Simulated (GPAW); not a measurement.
# AlN (F-43m) in GPAW: settings compared, part 2 of 2

GPAW 26.7.0.

## Step 3: Born charges, PBE+D3(BJ)+ATM

File run.py:

```python
import json
import numpy as np
from ase import Atoms
from ase.calculators.mixing import SumCalculator
from ase.constraints import FixSymmetry
from ase.filters import FrechetCellFilter
from ase.io import read, write
from ase.optimize import BFGS
from contextlib import redirect_stdout
from dftd3.ase import DFTD3
from io import StringIO
from phonopy import Phonopy
from phonopy.structure.atoms import PhonopyAtoms
from gpaw import GPAW, PW
from gpaw.berryphase import polarization_phase

atoms = read('AlN.cif')

calc = GPAW(mode=PW(800),
            xc='PBE',
            kpts={'size': (6, 6, 6), 'gamma': True},
            occupations={'name': 'fermi-dirac', 'width': 0.01},
            nbands=11,
            convergence={'density': 1e-06, 'eigenstates': 1e-09},
            maxiter=150,
            txt='gpaw.txt')
atoms.calc = SumCalculator([calc, DFTD3(damping='d3bj', params_tweaks=dict(method='pbe', atm=True))])
atoms.set_constraint(FixSymmetry(atoms))
BFGS(FrechetCellFilter(atoms), trajectory='relax.traj', logfile='-').run(fmax=0.005, steps=40)
atoms.set_constraint()
energy = atoms.get_potential_energy()
forces = atoms.get_forces()
stress = atoms.get_stress()
calc.write('gs.gpw')
write('result.traj', atoms)
print('Cell:', atoms.cell.cellpar().round(4))
print(atoms.get_scaled_positions().round(5))

n = len(atoms)
unit = PhonopyAtoms(symbols=atoms.get_chemical_symbols(), cell=atoms.cell[:], scaled_positions=atoms.get_scaled_positions())
ph = Phonopy(unit, supercell_matrix=np.eye(3, dtype=int), primitive_matrix=np.eye(3), symprec=1e-4)
ph.generate_displacements(distance=0.02, is_plusminus=True)
forces, phases = [], []
for i, move in enumerate(ph.dataset['first_atoms']):
    b = atoms.copy()
    b.positions[move['number']] += move['displacement']
    c = GPAW(mode=PW(680),
             xc='PBE',
             kpts={'size': (6, 6, 6), 'gamma': True},
             occupations={'name': 'fermi-dirac', 'width': 0.01},
             nbands=11,
             convergence={'density': 1e-06, 'eigenstates': 1e-09},
             maxiter=150,
             symmetry='off',
             txt=f'disp-{i:02d}.txt')
    b.calc = SumCalculator([c, DFTD3(damping='d3bj', params_tweaks=dict(method='pbe', atm=True))])
    f = b.get_forces()
    forces.append(f - f.mean(axis=0))
    with redirect_stdout(StringIO()):
        phases.append(polarization_phase(calc=c)['phase_c'])
    print(move['number'], np.round(move['displacement'], 4), 'phases', phases[-1].round(5), flush=True)

# each pair of opposite moves, with its images under the space group
ops, cell, spos = ph.symmetry.symmetry_operations, atoms.cell[:].T, atoms.get_scaled_positions()
moves, dipoles = [[] for a in atoms], [[] for a in atoms]
for move, up, down in zip(ph.dataset['first_atoms'][::2], phases[::2], phases[1::2]):
    dphi = (up - down + np.pi) % (2 * np.pi) - np.pi
    dp = dphi @ atoms.cell[:] / (2 * np.pi)  # e A
    for w, t in zip(ops['rotations'], ops['translations']):
        x = w @ spos[move['number']] + t - spos
        b = np.linalg.norm(x - x.round(), axis=1).argmin()
        R = cell @ w @ np.linalg.inv(cell)
        moves[b].append(R @ move['displacement'] * 2)
        dipoles[b].append(R @ dp)
Z = np.array([np.linalg.lstsq(np.array(u), np.array(p), rcond=None)[0].T for u, p in zip(moves, dipoles)])  # Z[a, i, j] = dp_i / du_j
ph.forces = forces
ph.produce_force_constants()
ph.symmetrize_force_constants()
H = ph.force_constants.transpose(0, 2, 1, 3).reshape((3 * n, 3 * n))
rule = Z.sum(axis=0)
print('Sum of the charges:')
print(rule.round(4))
Z -= rule / n
for a in atoms:
    print(a.symbol)
    print(Z[a.index].round(3))
w = np.repeat(atoms.get_masses()**-0.5, 3)
omega2, modes = np.linalg.eigh(H * w * w[:, None])
nu = np.sign(omega2) * abs(omega2)**0.5 * 521.4709  # cm^-1
dipoles = np.einsum('aij,ajm->mi', Z, (modes * w[:, None]).reshape((n, 3, -1)))  # e / amu^0.5
optical = np.argsort(abs(omega2))[3:]
eps_ion = sum(np.outer(dipoles[m], dipoles[m]) / omega2[m] for m in optical) * 4 * np.pi * 14.399645 / atoms.get_volume()
for m in range(3 * n):
    print(f'{nu[m]:9.2f} cm^-1  IR {(dipoles[m]**2).sum():8.4f} e^2/amu')
print('Lattice part of the dielectric tensor:')
print(eps_ion.round(3))
json.dump({'Z': Z.tolist(), 'rule': rule.tolist(), 'nu': nu.tolist(), 'ir': (dipoles**2).sum(1).tolist(), 'eps_ion': eps_ion.tolist()},
          open('born.json', 'w'))
```

File AlN.cif:

```cif
data_AlN
_cell_length_a 3.08863331
_cell_length_b 3.08863331
_cell_length_c 3.08863331
_cell_angle_alpha 60.00000000
_cell_angle_beta 60.00000000
_cell_angle_gamma 60.00000000
_space_group_name_H-M_alt 'P1'
_space_group_name_Hall 'P 1'
_space_group_IT_number 1
loop_
_space_group_symop_operation_xyz
'x,y,z'
loop_
_atom_site_label
_atom_site_type_symbol
_atom_site_symmetry_multiplicity
_atom_site_Wyckoff_symbol
_atom_site_fract_x
_atom_site_fract_y
_atom_site_fract_z
_atom_site_occupancy
Al1 Al 1 a 0.0000000000 0.0000000000 0.0000000000 1
N1 N 1 a 0.2500000000 0.2500000000 0.2500000000 1
```

Potentials or basis: GPAW PAW data sets (gpaw-data 1.2.1), pw.

Started as:

```console
> OMP_NUM_THREADS=1 python run.py
```

gpaw.txt:

```text
__  _  _
 | _ |_)|_||  |
 |__||  | ||/\| - 26.7.0

Input parameters:
  mode=PW(ecut=800.0),
  convergence={'density': 1e-06, 'eigenstates': 1e-09},
  kpts=MonkhorstPack(size=(6, 6, 6), gamma=True),
  maxiter=150,
  nbands=11,
  occupations=Occupations(name='fermi-dirac', width=0.01),
  xc=XC(name='PBE')

Diagonalizing LCAO Hamiltonian
Converting LCAO to pw mode

            N
       Al

Atoms  # Å, Bohr magnetons
|   | symbol |        x |        y |        z |    initial magnetic moments |
|---|--------|----------|----------|----------|-----------------------------|
| 0 |     Al | 0.000000 | 0.000000 | 0.000000 | ( 0.0000,  0.0000,  0.0000) |
| 1 |      N | 1.544317 | 0.891612 | 0.630465 | ( 0.0000,  0.0000,  0.0000) |

Unit cell  # Å
| periodic |        x |         y |         z |  lengths |    angles |
|----------|----------|-----------|-----------|----------|-----------|
|      yes | 3.088633 | -0.000000 | -0.000000 | 3.088633 | 60.000000 |
|      yes | 1.544317 |  2.674835 | -0.000000 | 3.088633 | 60.000000 |
|      yes | 1.544317 |  0.891612 |  2.521859 | 3.088633 | 60.000000 |

Number of symmetries: 24
Symmetry operations  # r_c * U_cc + t_c -> r_c
|    | kind |            matrix            |
|----|------|------------------------------|
|  0 |  E   |  1, 0, 0,  0, 1, 0,  0, 0, 1 |
|  1 |  σ   |  1, 0, 0,  0, 0, 1,  0, 1, 0 |
|  2 |  σ   |  1, 0,-1,  0, 1,-1,  0, 0,-1 |
|  3 |  C3  |  1, 0,-1,  0, 0,-1,  0, 1,-1 |
|  4 |  C3  |  1,-1, 0,  0,-1, 1,  0,-1, 0 |
|  5 |  σ   |  1,-1, 0,  0,-1, 0,  0,-1, 1 |
|  6 |  σ   |  0, 1, 0,  1, 0, 0,  0, 0, 1 |
|  7 |  C3  |  0, 1, 0,  0, 0, 1,  1, 0, 0 |
|  8 |  C2  |  0, 1,-1,  1, 0,-1,  0, 0,-1 |
[... 146 lines left out ...]
SCF iterations
|iter     | |      energy | eigst |  dens |
|---------|-|-------------|-------|-------|
|iter:   1| |  -16.832276 | -0.26 |       |
|iter:   2| |  -16.301939 | -2.24 | -0.55 |
|iter:   3| |  -14.786932 | -0.93 | -0.60 |
|iter:   4| |  -14.799203 | -2.99 | -1.24 |
|iter:   5| |  -14.805883 | -3.38 | -1.53 |
|iter:   6| |  -14.805935 | -5.45 | -2.77 |
|iter:   7| |  -14.805946c| -6.39 | -3.14 |
|iter:   8| |  -14.805946c| -8.59 | -4.42 |
|iter:   9| |  -14.805946c| -9.82c| -4.90 |
|iter:  10| |  -14.805946c|-10.34c| -5.96 |
|iter:  11| |  -14.805946c|-11.17c| -6.54c|

Converged in 11 steps
Energy contributions relative to reference atoms: (reference = -8085.144769)

Energy contributions:
  Kinetic:          18.023209
  Coulomb:         -15.594135
  Zero:              0.078137
  External:          0.000000
  Xc:              -17.313158
  Entropy:          -0.000000
  Spinorbit:         0.000000
  ----------------------------
  Free energy:     -14.805946
  Extrapolated:    -14.805946

dipole moment: (-12.137847, -7.007789, -4.955255)  # |e|*Ang
[... 17 lines left out ...]
Gap: 3.306 eV
Transition (v -> c):
  (s=0, k=0, n=3, [0.00, 0.00, 0.00]) -> (s=0, k=12, n=4, [0.50, 0.50, 0.00])
Direct/indirect transitions are different
Direct gap: 4.204 eV
Transition at: (s=0, k=0, n=3, [0.00, 0.00, 0.00])

Stress tensor  # eV/Ang^3
|         x |         y |         z |
|-----------|-----------|-----------|
| -0.035931 |  0.000000 |  0.000000 |
|  0.000000 | -0.035931 |  0.000000 |
| -0.000000 |  0.000000 | -0.035931 |

Forces  # eV/Ang
|        x |        y |       z |
|----------|----------|---------|
|  0.00000 | -0.00000 | 0.00000 |  # Al   0
| -0.00000 |  0.00000 | 0.00000 |  # N    1

Interpolating wave functions to new cell

            N
       Al

Atoms  # Å, Bohr magnetons
|   | symbol |        x |        y |        z |    initial magnetic moments |
|---|--------|----------|----------|----------|-----------------------------|
| 0 |     Al | 0.000000 | 0.000000 | 0.000000 | ( 0.0000,  0.0000,  0.0000) |
| 1 |      N | 1.545775 | 0.892454 | 0.631060 | ( 0.0000,  0.0000,  0.0000) |

Unit cell  # Å
| periodic |        x |         y |         z |  lengths |    angles |
|----------|----------|-----------|-----------|----------|-----------|
|      yes | 3.091550 | -0.000000 | -0.000000 | 3.091550 | 60.000000 |
|      yes | 1.545775 |  2.677361 | -0.000000 | 3.091550 | 60.000000 |
|      yes | 1.545775 |  0.892454 |  2.524240 | 3.091550 | 60.000000 |

Number of symmetries: 24
Symmetry operations  # r_c * U_cc + t_c -> r_c
|    | kind |            matrix            |
|----|------|------------------------------|
|  0 |  E   |  1, 0, 0,  0, 1, 0,  0, 0, 1 |
|  1 |  σ   |  1, 0, 0,  0, 0, 1,  0, 1, 0 |
|  2 |  σ   |  1, 0,-1,  0, 1,-1,  0, 0,-1 |
|  3 |  C3  |  1, 0,-1,  0, 0,-1,  0, 1,-1 |
|  4 |  C3  |  1,-1, 0,  0,-1, 1,  0,-1, 0 |
|  5 |  σ   |  1,-1, 0,  0,-1, 0,  0,-1, 1 |
|  6 |  σ   |  0, 1, 0,  1, 0, 0,  0, 0, 1 |
|  7 |  C3  |  0, 1, 0,  0, 0, 1,  1, 0, 0 |
|  8 |  C2  |  0, 1,-1,  1, 0,-1,  0, 0,-1 |
[... 191 lines left out ...]
Gap: 3.305 eV
Transition (v -> c):
  (s=0, k=0, n=3, [0.00, 0.00, 0.00]) -> (s=0, k=12, n=4, [0.50, 0.50, 0.00])
Direct/indirect transitions are different
Direct gap: 4.179 eV
Transition at: (s=0, k=0, n=3, [0.00, 0.00, 0.00])

Stress tensor  # eV/Ang^3
|         x |         y |         z |
|-----------|-----------|-----------|
| -0.032177 | -0.000000 | -0.000000 |
| -0.000000 | -0.032177 |  0.000000 |
| -0.000000 |  0.000000 | -0.032177 |

Forces  # eV/Ang
|        x |       y |        z |
|----------|---------|----------|
| -0.00000 | 0.00000 | -0.00000 |  # Al   0
| -0.00000 | 0.00000 |  0.00000 |  # N    1

Interpolating wave functions to new cell

            N
       Al

Atoms  # Å, Bohr magnetons
|   | symbol |        x |        y |        z |    initial magnetic moments |
|---|--------|----------|----------|----------|-----------------------------|
| 0 |     Al | 0.000000 | 0.000000 | 0.000000 | ( 0.0000,  0.0000,  0.0000) |
| 1 |      N | 1.549451 | 0.894576 | 0.632561 | ( 0.0000,  0.0000,  0.0000) |

Unit cell  # Å
| periodic |        x |         y |         z |  lengths |    angles |
|----------|----------|-----------|-----------|----------|-----------|
|      yes | 3.098902 | -0.000000 | -0.000000 | 3.098902 | 60.000000 |
|      yes | 1.549451 |  2.683728 | -0.000000 | 3.098902 | 60.000000 |
|      yes | 1.549451 |  0.894576 |  2.530243 | 3.098902 | 60.000000 |

Number of symmetries: 24
Symmetry operations  # r_c * U_cc + t_c -> r_c
|    | kind |            matrix            |
|----|------|------------------------------|
|  0 |  E   |  1, 0, 0,  0, 1, 0,  0, 0, 1 |
|  1 |  σ   |  1, 0, 0,  0, 0, 1,  0, 1, 0 |
|  2 |  σ   |  1, 0,-1,  0, 1,-1,  0, 0,-1 |
|  3 |  C3  |  1, 0,-1,  0, 0,-1,  0, 1,-1 |
|  4 |  C3  |  1,-1, 0,  0,-1, 1,  0,-1, 0 |
|  5 |  σ   |  1,-1, 0,  0,-1, 0,  0,-1, 1 |
|  6 |  σ   |  0, 1, 0,  1, 0, 0,  0, 0, 1 |
|  7 |  C3  |  0, 1, 0,  0, 0, 1,  1, 0, 0 |
|  8 |  C2  |  0, 1,-1,  1, 0,-1,  0, 0,-1 |
[... 191 lines left out ...]
Gap: 3.301 eV
Transition (v -> c):
  (s=0, k=0, n=3, [0.00, 0.00, 0.00]) -> (s=0, k=12, n=4, [0.50, 0.50, 0.00])
Direct/indirect transitions are different
Direct gap: 4.116 eV
Transition at: (s=0, k=0, n=3, [0.00, 0.00, 0.00])

Stress tensor  # eV/Ang^3
|         x |         y |         z |
|-----------|-----------|-----------|
| -0.022668 |  0.000000 | -0.000000 |
|  0.000000 | -0.022668 |  0.000000 |
| -0.000000 |  0.000000 | -0.022668 |

Forces  # eV/Ang
|        x |        y |        z |
|----------|----------|----------|
|  0.00000 | -0.00000 | -0.00000 |  # Al   0
| -0.00000 |  0.00000 |  0.00000 |  # N    1

# Writing to gs.gpw (mode='')
```

It took 98 s on 1 thread of Intel Xeon 6975P-C (Granite Rapids), shared host; peak memory 0.43 GiB.

What came out:

* Free energy: -15.3124 eV
* Relaxed volume: 10.52 Å³/atom
* Relaxed cell: a = 3.099 Å, b = 3.099 Å, c = 3.099 Å, α = 60.00°, β = 60.00°, γ = 60.00°
* Space group after relaxing (to 0.05 Å): F-43m (No. 216)
* Pressure after relaxing: 0.0 GPa
* Band gap on the k mesh: 3.30 eV, indirect (least direct gap 4.12 eV)
* Born charges (mean of the diagonal): Al +2.55; N -2.55 e
* Highest phonon frequency at Γ, LO-TO splitting left out: 658 cm⁻¹
* Dispersion energy per atom: -0.250 eV

Final structure:
```xyz
2
Lattice="3.0989 0.0000 0.0000 1.5495 2.6837 0.0000 1.5495 0.8946 2.5302" Properties=species:S:1:pos:R:3 pbc="T T T"
Al    0.0000    0.0000    0.0000
N     1.5495    0.8946    0.6326
```

Phonon frequencies in cm⁻¹ (negative: imaginary):
```csv
q point,frequencies
"(0.000, 0.000, 0.000)",0 0 0 658 658 658
```

Born effective charge tensors (e):
atom 1, Al
```
2.55 0.00 0.00
0.00 2.55 0.00
0.00 0.00 2.55
```
atom 2, N
```
-2.55  0.00  0.00
 0.00 -2.55  0.00
 0.00  0.00 -2.55
```

Caveat: the k mesh is coarse; the cutoff is short for stress and forces, so pressures can be off by a GPa or more; the LO-TO splitting is left out. A k mesh can miss the band edges.
